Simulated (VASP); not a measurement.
# Os (P6_3/mmc) in VASP: further runs, part 2 of 2

VASP 6.6.1.

### Step 3. Relaxation of cell and atoms, r2SCAN+rVV10

INCAR

```
SYSTEM = Os
PREC = Accurate
ENCUT = 600
EDIFF = 1E-7
ISMEAR = 0
SIGMA = 0.1
LREAL = .False.
LASPH = .True.
NELM = 80
ALGO = Normal
ISIF = 3
LWAVE = .False.
LCHARG = .False.
METAGGA = R2SCAN
LMIXTAU = .True.
LUSE_VDW = .True.
IVDW_NL = 2
BPARAM = 11.95
CPARAM = 0.0093
IBRION = 2
NSW = 90
EDIFFG = -0.005
```

KPOINTS

```
regular mesh
0
Gamma
  18 18 10
  0 0 0
```

POSCAR

```
Os
1.0
    2.7461342300      0.0000000000      0.0000000000
   -1.3730671200      2.3782220100      0.0000000000
    0.0000000000      0.0000000000      4.3263142200
Os
2
Direct
    0.3333333300      0.6666666700      0.2500000000
    0.6666666700      0.3333333300      0.7500000000
```

Potentials or basis: VASP PAW PBE potentials, release 64 (Os).

Launch:

```bash
> cat potpaw_PBE.64/Os/POTCAR > POTCAR
> mpirun -np 1 vasp_std > vasp.out
```

OUTCAR:

```text
SYSTEM = Os
   PREC = Accurate
   ENCUT = 600
   EDIFF = 1E-7
   ISMEAR = 0
   LREAL = .False.
   LASPH = .True.
   NELM = 80
   ISIF = 3
   METAGGA = R2SCAN
   IVDW_NL = 2
   BPARAM = 11.95
   IBRION = 2
   NSW = 90
   EDIFFG = -0.005

 ion  position               nearest neighbor table
   1  0.333  0.667  0.250-   2 2.68   2 2.68   2 2.68   2 2.68   2 2.68   2 2.68
   2  0.667  0.333  0.750-   1 2.68   1 2.68   1 2.68   1 2.68   1 2.68   1 2.68

  LATTYP: Found a hexagonal cell.
 ALAT       =     2.7461342300
 C/A-ratio  =     1.5754197929

  Lattice vectors:

 A1 = (   2.7461342300,   0.0000000000,   0.0000000000)
 A2 = (  -1.3730671200,   2.3782220100,   0.0000000000)
 A3 = (   0.0000000000,   0.0000000000,   4.3263142200)

Analysis of symmetry for initial positions (statically):
[... 382 lines left out ...]
      3       6.0786      2.00000
      4       6.0786      2.00000
      5       6.3451      2.00000
      6       6.9466      2.00000
      7       6.9466      2.00000
      8       7.6158      2.00000
      9       7.6158      2.00000
     10       9.2354      1.19550
     11      11.0042      0.00000
     12      11.0042      0.00000
[... 331 lines left out ...]
 k-point    24 :       0.3889    0.1111    0.0000
  band No.  band energies     occupation
      1       2.1302      2.00000
      2       2.2446      2.00000
      3       2.6060      2.00000
      4       5.4776      2.00000
      5       5.5566      2.00000
      6       6.4862      2.00000
      7       7.2431      2.00000
      8      10.8997      0.00000
      9      11.3504      0.00000
     10      11.8354      0.00000
     11      13.3212      0.00000
     12      16.5184      0.00000

 [... further k-points ...]

------------------------ aborting loop because EDIFF is reached ----------------------------------------

  FORCE on cell =-STRESS in cart. coord.  units (eV):
  Direction    XX          YY          ZZ          XY          YZ          ZX
  --------------------------------------------------------------------------------------
  -------------------------------------------------------------------------------------
  Total        0.0060117      0.0060117      0.0065751     -0.0000000      0.0000000      0.0000000
  in kB        0.3440540      0.3440541      0.3762991     -0.0000000      0.0000000      0.0000000
  external PRESSURE =       0.3548024 kB  Pullay stress =       0.0000000 kB
[... 17 lines left out ...]
  FREE ENERGIE OF THE ION-ELECTRON SYSTEM (eV)
  ---------------------------------------------------
  free  energy   TOTEN  =      -105.7926763313 eV

  energy  without entropy=     -105.7853831895  energy(sigma->0) =     -105.78902976

 reached required accuracy - stopping structural energy minimisation
```

OSZICAR:

```text
N       E                     dE             d eps       ncg     rms          rms(c)
DAV:   1     0.426708813000E+02    0.42671E+02   -0.87276E+03  5328   0.150E+03
DAV:   2    -0.988745031111E+02   -0.14155E+03   -0.12857E+03  5520   0.439E+02
[... 67 lines left out ...]
DAV:   4    -0.105792671798E+03   -0.92890E-05   -0.11531E-05  5760   0.340E-02    0.382E-03
DAV:   5    -0.105792670893E+03    0.90502E-06   -0.67831E-06  5624   0.338E-02    0.312E-03
DAV:   6    -0.105792676090E+03   -0.51972E-05   -0.89639E-07  5576   0.128E-02    0.674E-04
DAV:   7    -0.105792676202E+03   -0.11200E-06   -0.14993E-07  3200   0.399E-03    0.490E-04
DAV:   8    -0.105792676370E+03   -0.16768E-06   -0.20378E-08  2684   0.158E-03    0.667E-05
DAV:   9    -0.105792676331E+03    0.38337E-07   -0.25370E-09  2680   0.714E-04
   6 F= -.10579268E+03 E0= -.10578903E+03  d E =-.116533E-03
```

Wall time 14 min (1 thread of Intel Xeon Platinum 8488C (Sapphire Rapids), shared host); peak memory 0.34 GiB.

What came out:

| Property | Result |
| --- | --- |
| Free energy | -105.7927 eV |
| Relaxed volume | 14.00 Å³/atom |
| Relaxed cell | a = 2.735 Å, b = 2.735 Å, c = 4.321 Å, α = 90.00°, β = 90.00°, γ = 120.00° |
| Space group after relaxing (to 0.05 Å) | P6_3/mmc (No. 194) |
| Energy gained by relaxing | 1.7 meV/atom |
| Ionic steps | 6 |
| Pressure after relaxing | 0.0 GPa |
| Band gap on the k mesh | none (metal or under the smearing width) |

Step by step:
| step | energy change (eV) | largest force (eV/Å) | pressure (GPa) | volume (Å³) |
| --- | --- | --- | --- | --- |
| 1 | 0.0000 | 0.0000 | -3.91 | 28.25 |
| 2 | 0.0647 | 0.0000 | 20.14 | 26.87 |
| 3 | -0.0033 | 0.0000 | 0.03 | 28.00 |
| 4 | -0.0033 | 0.0000 | 0.12 | 27.99 |
| 5 | -0.0033 | 0.0000 | -0.05 | 28.00 |
| 6 | -0.0035 | 0.0000 | 0.04 | 28.00 |

Final structure:
```
Os
1.0
     2.73502    0.00000    0.00000
    -1.36751    2.36860    0.00000
     0.00000    0.00000    4.32145
Os
2
Direct
  0.33333 0.66667 0.25000
  0.66667 0.33333 0.75000
```

Caveat: the PAW data sets were made with another functional, which shifts forces and pressure a little.
